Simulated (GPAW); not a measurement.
# Sb (R-3m) in GPAW: a series of runs

Aim: see how the results for Sb move with the level of theory and the settings. Levels: r2SCAN, LDA, PBE. Tasks: single point.

Everything below comes from runs of GPAW 26.7.0. Logs are shortened: lines on timing, memory, paths and dates and some standing lists are left out, and cuts for length are marked. The log counts tension as positive stress, the text compression.

### Step 1. The structure

Symmetry: R-3m, No. 166, trigonal system. Conventional cell: a = 4.308 Å, b = 4.308 Å, c = 11.274 Å, α = 90.00°, β = 90.00°, γ = 120.00°. Sb (site symmetry 3m) is surrounded by 3 Sb at 2.91 Å.

### Step 2. Single point, r2SCAN

Input file run.py:

```python
import spglib
from ase import Atoms
from ase.dft.bandgap import bandgap
from ase.io import read, write
from ase.units import GPa
from gpaw import GPAW, PW

atoms = read('Sb.cif')
cell, positions, numbers = spglib.find_primitive(
    (atoms.cell[:], atoms.get_scaled_positions(), atoms.numbers), symprec=1e-4)
atoms = Atoms(numbers, cell=cell, scaled_positions=positions, pbc=True)

calc = GPAW(mode=PW(450),
            xc='MGGA_X_R2SCAN+MGGA_C_R2SCAN',
            kpts={'size': (6, 6, 6), 'gamma': True},
            occupations={'name': 'fermi-dirac', 'width': 0.05},
            nbands=25,
            maxiter=120,
            txt='gpaw.txt')
atoms.calc = calc
energy = atoms.get_potential_energy()
forces = atoms.get_forces()
stress = atoms.get_stress()
calc.write('gs.gpw')
write('result.traj', atoms)
print(f'Energy: {energy:.6f} eV')
print('Forces (eV/A):')
print(forces.round(4))
print('Stress (GPa):', (stress / GPa).round(3))
print('Fermi level:', round(calc.get_fermi_level(), 4), 'eV')
print(f'Gap: {bandgap(calc)[0]:.4f} eV, direct: {bandgap(calc, direct=True)[0]:.4f} eV')
```

Input file Sb.cif:

```cif
data_Sb
_cell_length_a 4.30840000
_cell_length_b 4.30840000
_cell_length_c 11.27400000
_cell_angle_alpha 90.00000000
_cell_angle_beta 90.00000000
_cell_angle_gamma 120.00000000
_space_group_name_H-M_alt 'R-3m'
_space_group_name_Hall '-R 3 2"'
_space_group_IT_number 166
loop_
_space_group_symop_operation_xyz
'x,y,z'
'-x,-y,-z'
'-y,x-y,z'
'y,-x+y,-z'
'-x+y,-x,z'
'x-y,x,-z'
'y,x,-z'
'-y,-x,z'
'x-y,-y,-z'
'-x+y,y,z'
'-x,-x+y,-z'
'x,x-y,z'
'x+2/3,y+1/3,z+1/3'
'-x+2/3,-y+1/3,-z+1/3'
'-y+2/3,x-y+1/3,z+1/3'
'y+2/3,-x+y+1/3,-z+1/3'
'-x+y+2/3,-x+1/3,z+1/3'
'x-y+2/3,x+1/3,-z+1/3'
'y+2/3,x+1/3,-z+1/3'
'-y+2/3,-x+1/3,z+1/3'
'x-y+2/3,-y+1/3,-z+1/3'
'-x+y+2/3,y+1/3,z+1/3'
'-x+2/3,-x+y+1/3,-z+1/3'
'x+2/3,x-y+1/3,z+1/3'
'x+1/3,y+2/3,z+2/3'
'-x+1/3,-y+2/3,-z+2/3'
'-y+1/3,x-y+2/3,z+2/3'
'y+1/3,-x+y+2/3,-z+2/3'
'-x+y+1/3,-x+2/3,z+2/3'
'x-y+1/3,x+2/3,-z+2/3'
'y+1/3,x+2/3,-z+2/3'
'-y+1/3,-x+2/3,z+2/3'
'x-y+1/3,-y+2/3,-z+2/3'
'-x+y+1/3,y+2/3,z+2/3'
'-x+1/3,-x+y+2/3,-z+2/3'
'x+1/3,x-y+2/3,z+2/3'
loop_
_atom_site_label
_atom_site_type_symbol
_atom_site_symmetry_multiplicity
_atom_site_Wyckoff_symbol
_atom_site_fract_x
_atom_site_fract_y
_atom_site_fract_z
_atom_site_occupancy
Sb1 Sb 6 c 0.0000000000 0.0000000000 0.7665100000 1
```

Potentials or basis: GPAW PAW data sets (gpaw-data 1.2.1), pw.

Command:

```sh
$ OMP_NUM_THREADS=1 python run.py
```

gpaw.txt:

```text
__  _  _
 | _ |_)|_||  |
 |__||  | ||/\| - 26.7.0

Input parameters:
  mode=PW(ecut=450.00000000000006),
  kpts=MonkhorstPack(size=(6, 6, 6), gamma=True),
  maxiter=120,
  nbands=25,
  occupations=Occupations(name='fermi-dirac', width=0.05),
  xc=XC(name='MGGA_X_R2SCAN+MGGA_C_R2SCAN')

Diagonalizing LCAO Hamiltonian
Converting LCAO to pw mode

       Sb

       Sb

Atoms  # Å, Bohr magnetons
|   | symbol |         x |         y |        z |    initial magnetic moments |
|---|--------|-----------|-----------|----------|-----------------------------|
| 0 |     Sb | -0.000000 | -0.000000 | 8.641634 | ( 0.0000,  0.0000,  0.0000) |
| 1 |     Sb | -0.000000 | -0.000000 | 2.632366 | ( 0.0000,  0.0000,  0.0000) |

Unit cell  # Å
| periodic |         x |         y |        z |  lengths |    angles |
|----------|-----------|-----------|----------|----------|-----------|
|      yes |  2.154200 |  1.243728 | 3.758000 | 4.506662 | 57.110173 |
|      yes | -2.154200 |  1.243728 | 3.758000 | 4.506662 | 57.110173 |
|      yes |  0.000000 | -2.487456 | 3.758000 | 4.506662 | 57.110173 |

Number of symmetries: 12
Symmetry operations  # r_c * U_cc + t_c -> r_c
|    | kind |            matrix            |
|----|------|------------------------------|
|  0 |  E   |  1, 0, 0,  0, 1, 0,  0, 0, 1 |
|  1 |  σ   |  1, 0, 0,  0, 0, 1,  0, 1, 0 |
|  2 |  σ   |  0, 1, 0,  1, 0, 0,  0, 0, 1 |
|  3 |  C3  |  0, 1, 0,  0, 0, 1,  1, 0, 0 |
|  4 |  C3  |  0, 0, 1,  1, 0, 0,  0, 1, 0 |
|  5 |  σ   |  0, 0, 1,  0, 1, 0,  1, 0, 0 |
|  6 |  C2  |  0, 0,-1,  0,-1, 0, -1, 0, 0 |
|  7 |  S6  |  0, 0,-1, -1, 0, 0,  0,-1, 0 |
|  8 |  S6  |  0,-1, 0,  0, 0,-1, -1, 0, 0 |
|  9 |  C2  |  0,-1, 0, -1, 0, 0,  0, 0,-1 |
| 10 |  C2  | -1, 0, 0,  0, 0,-1,  0,-1, 0 |
| 11 |  i   | -1, 0, 0,  0,-1, 0,  0, 0,-1 |

BZ-sampling:
  Number of BZ points: 216
  Number of IBZ points: 32

  Monkhorst-Pack size: [6, 6, 6]
  Monkhorst-Pack shift: [0.08333333333333333, 0.08333333333333333, 0.08333333333333333]

K-points  # in reciprocal-cell coordinates
|     |                                coordinates |     weight |
|-----|--------------------------------------------|------------|
|   0 | (  0.00000000,   0.00000000,   0.00000000) | 0.00462963 |
|   1 | (  0.16666667,   0.00000000,  -0.16666667) | 0.02777778 |
|   2 | (  0.16666667,   0.00000000,   0.00000000) | 0.02777778 |
|   3 | (  0.16666667,   0.16666667,  -0.16666667) | 0.02777778 |
|   4 | (  0.16666667,   0.16666667,   0.00000000) | 0.02777778 |
|   5 | (  0.16666667,   0.16666667,   0.16666667) | 0.00925926 |
|   6 | (  0.33333333,  -0.16666667,  -0.16666667) | 0.02777778 |
|   7 | (  0.33333333,   0.00000000,  -0.33333333) | 0.02777778 |
|   8 | (  0.33333333,   0.00000000,  -0.16666667) | 0.05555556 |
|   9 | (  0.33333333,   0.00000000,   0.00000000) | 0.02777778 |
| ... |                                            |            |
|  31 | (  0.50000000,   0.50000000,   0.50000000) | 0.00462963 |

Plane wave coefficients: 1334
Cutoff: 450.00000000000006 eV

Spin-components: 1 (collinear spins)
Bands:           25
Projectors:      12
Spin-degeneracy: 2
Datatype:        complex128

Parallelization:
  kpt:    1
  domain: 1
  band:   1

Density:
  Valence electrons: 30.0
  Components: 1
  Grid points: [24 24 24]
  Charge: 0.0  # |e|

Potential:
  Grid points: [24 24 24]

species:
  Sb:
    name:    Antimony
    Z:       51.0
    valence: 15
    core:    36
    charge:  0.0  # [|e|]
    compensation charges:
      type: gauss
      rc: 0.36  # [Å]
      lmax: 2
    cutoffs:
      filter: 2.23  # [Å]
      core: 2.23  # [Å]
    projectors
    | kind |    occ | energy [eV] | rcut [Å] |
    |------|--------|-------------|----------|
    |   5s |  2.000 |     -12.815 |    1.154 |
    |   5p |  3.000 |      -4.830 |    1.233 |
    |   4d | 10.000 |     -33.514 |    1.196 |
    |    s |        |      14.396 |    1.154 |
    |    p |        |      22.381 |    1.233 |
    |    d |        |      -6.303 |    1.196 |

    Using partial waves for Sb as LCAO basis

Reference energy: -352563.116496  # eV

eigensolver:
  PPCG
  Converge bands: occupied
  niter=2

density mixing:
  MSR1-Mixer
  Pratt-step length: 0.05
  Maximum mixing coefficient: 0.75
  Old densities: 10
  SVD Regularization: 0.005
  Good broyden scale: 1.0
  Trust region scale: 1.0
  Backstep threshold: 4.0
  History deletion threshold: 6.0
  Fourier metric: weight=20.0, sigma=0.015

occupation numbers:
  Fermi-Dirac:
    width: 0.0500  # eV

poisson solver:
  ecut: 3600.0000000000005  # eV

xc functional:
  name: MGGA_X_R2SCAN+MGGA_C_R2SCAN with 2 nearest neighbor stencil

convergence criteria:
- Maximum [total energy] change in last 3 cyles: 0.0005 eV / valence electron
- Maximum integral of absolute [dens]ity change: 0.0001 electrons / valence electron
- Maximum integral of absolute [eigenst]ate change: 4e-08 eV^2 / valence electron
maximum number of iterations: 120

SCF iterations
|iter     | |      energy | eigst |  dens |
|---------|-|-------------|-------|-------|
|iter:   1| |  -41.771479 | +0.33 |       |
|iter:   2| |  -38.522515 | -1.11 | -1.70 |
|iter:   3| |-1153176.226381 | +5.62 | -1.66 |
|iter:   4| |  -19.517560 | +2.51 | +1.98 |
|iter:   5| |  -38.292406 | +0.87 | -1.13 |
|iter:   6| |  -38.547758 | -0.25 | -1.94 |
|iter:   7| |  -38.557119 | -1.91 | -2.14 |
|iter:   8| |  -38.563229 | -2.90 | -2.18 |
|iter:   9| |  -38.565050c| -3.35 | -2.45 |
|iter:  10| |  -38.564789c| -3.56 | -2.54 |
|iter:  11| |  -38.564514c| -4.47 | -2.63 |
|iter:  12| |  -38.564430c| -4.86 | -2.89 |
|iter:  13| |  -38.564408c| -5.50 | -3.20 |
|iter:  14| |  -38.564407c| -6.24 | -3.61 |
|iter:  15| |  -38.564407c| -6.89 | -4.07c|
|iter:  16| |  -38.564407c| -7.83c| -5.04c|

Converged in 16 steps
Energy contributions relative to reference atoms: (reference = -352563.116496)

Energy contributions:
  Kinetic:           7.977547
  Coulomb:          -8.255971
  Zero:              0.109050
  External:          0.000000
  Xc:              -38.393676
  Entropy:          -0.002713
  Spinorbit:         0.000000
  ----------------------------
  Free energy:     -38.565763
  Extrapolated:    -38.564407

dipole moment: (0.000000, -0.000000, -0.000002)  # |e|*Ang

Fermi level: 7.005
Eigenvalues  # (at kpt = [0.000, 0.000, 0.000])
| band index |      eig [eV] | occ [0-2] |
|------------|---------------|-----------|
|          0 |       -23.443 |     2.000 |
|        ... |               |           |
|          7 |       -23.213 |     2.000 |
|          8 |       -23.138 |     2.000 |
|          9 |       -23.138 |     2.000 |
|         10 |        -6.422 |     2.000 |
|         11 |         2.115 |     2.000 |
|         12 |         4.617 |     2.000 |
[... 8 lines left out ...]
|         21 |        14.071 |     0.000 |
|         22 |        14.262 |     0.000 |
|        ... |               |           |
|         24 |        15.443 |     0.000 |

No gap
No difference between direct/indirect transitions

Forces  # eV/Ang
|       x |        y |        z |
|---------|----------|----------|
| 0.00000 | -0.00000 |  0.10042 |  # Sb   0
| 0.00000 |  0.00000 | -0.10042 |  # Sb   1

Stress tensor  # eV/Ang^3
|         x |        y |         z |
|-----------|----------|-----------|
|  0.000906 | 0.000000 | -0.000000 |
|  0.000000 | 0.000906 |  0.000000 |
| -0.000000 | 0.000000 |  0.001489 |

# Writing to gs.gpw (mode='')
```

Run time: 4.5 min. Hardware: 1 thread of AMD EPYC (Zen 3), shared host; peak memory 0.25 GiB.

What came out:

* Free energy: -38.5658 eV
* Pressure: -0.2 GPa
* Largest force: 0.100 eV/Å
* Band gap on the k mesh: none (metal or under the smearing width)

Forces in eV/Å, atoms in the order of the input:
```
Sb   0.000  0.000  0.100
Sb   0.000  0.000 -0.100
```

Stress tensor (GPa, compression positive):
```
-0.15  0.00  0.00
 0.00 -0.15  0.00
 0.00  0.00 -0.24
```

Levels at points of the mesh, in eV from the Fermi level:
```tsv
k point	band 11	band 12	band 13	band 14	band 15	band 16	band 17	band 18	band 19	band 20
(0.00, 0.00, 0.00)	-13.43	-4.89	-2.39	-2.12	-2.12	2.07	2.70	2.70	5.37	5.37
(0.50, 0.00, 0.00)	-10.93	-10.17	-2.25	-2.11	-0.48	-0.15	0.23	0.38	8.09	8.70
(0.50, 0.50, 0.00)	-10.91	-8.39	-5.81	-4.13	-4.04	1.63	5.08	5.76	7.24	9.35
(0.50, 0.50, 0.50)	-11.80	-9.48	-1.58	-1.58	-0.40	-0.02	-0.02	1.16	7.48	9.21
```

Caveat: the cutoff is short for stress and forces, so pressures can be off by a GPa or more; the PAW data sets were made with another functional, which shifts forces and pressure a little.

### Step 3. Single point, LDA

Changes to run.py since step 2:

```diff
@@ -12,4 +12,4 @@
 
-calc = GPAW(mode=PW(450),
-            xc='MGGA_X_R2SCAN+MGGA_C_R2SCAN',
+calc = GPAW(mode=PW(500),
+            xc='LDA',
             kpts={'size': (6, 6, 6), 'gamma': True},
```

Sb.cif is that of step 2.

Potentials or basis: the program's PAW data sets (release 1.2.1) made for this functional, pw.

Command:

```sh
$ OMP_NUM_THREADS=1 python run.py
```

Wall time 17 s (1 thread of Arm Neoverse V2, shared host); peak memory 0.16 GiB.

It converged, with:

| Property | Result |
| --- | --- |
| Free energy | -10.2148 eV |
| Pressure | -2.0 GPa |
| Largest force | 0.101 eV/Å |
| Band gap on the k mesh | none (metal or under the smearing width) |

Forces in eV/Å, atoms in the order of the input:
```
Sb   0.000  0.000  0.101
Sb   0.000  0.000 -0.101
```

Stress tensor (GPa, compression positive):
```
-1.99  0.00  0.00
 0.00 -1.99  0.00
 0.00  0.00 -2.13
```

Levels at points of the mesh, in eV from the Fermi level:
| k point | band 11 | band 12 | band 13 | band 14 | band 15 | band 16 | band 17 | band 18 | band 19 | band 20 |
| --- | --- | --- | --- | --- | --- | --- | --- | --- | --- | --- |
| (0.00, 0.00, 0.00) | -12.74 | -4.96 | -2.06 | -1.79 | -1.79 | 2.08 | 2.67 | 2.67 | 5.21 | 5.21 |
| (0.50, 0.00, 0.00) | -10.39 | -9.67 | -1.91 | -1.81 | -0.30 | -0.24 | 0.16 | 0.50 | 7.60 | 8.42 |
| (0.50, 0.50, 0.00) | -10.39 | -8.06 | -5.42 | -3.73 | -3.63 | 1.58 | 4.87 | 5.46 | 6.82 | 9.22 |
| (0.50, 0.50, 0.50) | -11.21 | -9.03 | -1.29 | -1.29 | -0.53 | 0.14 | 0.14 | 1.08 | 7.01 | 9.03 |

Caveat: the cutoff is short for stress and forces, so pressures can be off by a GPa or more.

### Step 4. Single point, PBE

Changes to run.py since step 3:

```diff
@@ -1,3 +1 @@
-import spglib
-from ase import Atoms
 from ase.dft.bandgap import bandgap
@@ -7,9 +5,6 @@
 
-atoms = read('Sb.cif')
-cell, positions, numbers = spglib.find_primitive(
-    (atoms.cell[:], atoms.get_scaled_positions(), atoms.numbers), symprec=1e-4)
-atoms = Atoms(numbers, cell=cell, scaled_positions=positions, pbc=True)
+atoms = read('POSCAR')
 
-calc = GPAW(mode=PW(500),
-            xc='LDA',
+calc = GPAW(mode=PW(450),
+            xc='PBE',
             kpts={'size': (6, 6, 6), 'gamma': True},
```

Input file POSCAR:

```
Sb
1.0
    2.1542000000      1.2437279499      3.7580000000
   -2.1542000000      1.2437279499      3.7580000000
    0.0000000000     -2.4874558998      3.7580000000
Sb
2
Direct
    0.7665100000      0.7665100000      0.7665100000
    0.2334900000      0.2334900000      0.2334900000
```

Potentials or basis: GPAW PAW data sets (gpaw-data 1.2.1), pw.

Command:

```sh
$ OMP_NUM_THREADS=1 python run.py
```

It took 17 s on 1 thread of Arm Neoverse V2, shared host; peak memory 0.16 GiB.

The run converged. Its results:

```yaml
Free_energy: -8.7390 eV
Pressure: 0.9 GPa
Largest_force: 0.056 eV/Å
Band_gap_on_the_k_mesh: none (metal or under the smearing width)
```

Forces in eV/Å, atoms in the order of the input:
```
Sb   0.000  0.000 -0.056
Sb   0.000  0.000  0.056
```

Stress tensor (GPa, compression positive):
```
0.96 0.00 0.00
0.00 0.96 0.00
0.00 0.00 0.69
```

Levels at points of the mesh, in eV from the Fermi level:
```
           k point  band 12  band 13  band 14  band 15  band 16  band 17  band 18  band 19
(0.00, 0.00, 0.00)    -4.85    -2.12    -1.85    -1.85     2.03     2.65     2.65     5.10
(0.50, 0.00, 0.00)    -9.67    -1.99    -1.87    -0.34    -0.24     0.14     0.45     7.58
(0.50, 0.50, 0.00)    -8.02    -5.48    -3.80    -3.71     1.50     4.89     5.47     6.88
(0.50, 0.50, 0.50)    -9.02    -1.36    -1.36    -0.51     0.08     0.08     1.07     6.99
```

Caveat: the cutoff is short for stress and forces, so pressures can be off by a GPa or more. The run has no spin-orbit coupling, so splittings on Sb are missing.

### Step 5. Summary

| level | potentials or basis | cutoff (eV) | gap on the mesh (eV) | pressure (GPa) | largest force (eV/Å) |
| --- | --- | --- | --- | --- | --- |
| r2SCAN | GPAW PAW data sets (gpaw-data 1.2.1), pw | 450 | none | -0.2 | 0.10 |
| LDA | the program's PAW data sets (release 1.2.1) made for this functional, pw | 500 | none | -2.0 | 0.10 |
| PBE | GPAW PAW data sets (gpaw-data 1.2.1), pw | 450 | none | 0.9 | 0.06 |

Alike in all rows: task single point; no spin polarisation; cell as given; k mesh 6 × 6 × 6; smearing fermi-dirac 0.05 eV.

Caveats: the cutoff is short for stress and forces, so pressures can be off by a GPa or more; the PAW data sets were made with another functional, which shifts forces and pressure a little (some runs).

Absolute energies hang on the potentials; compare differences alone.
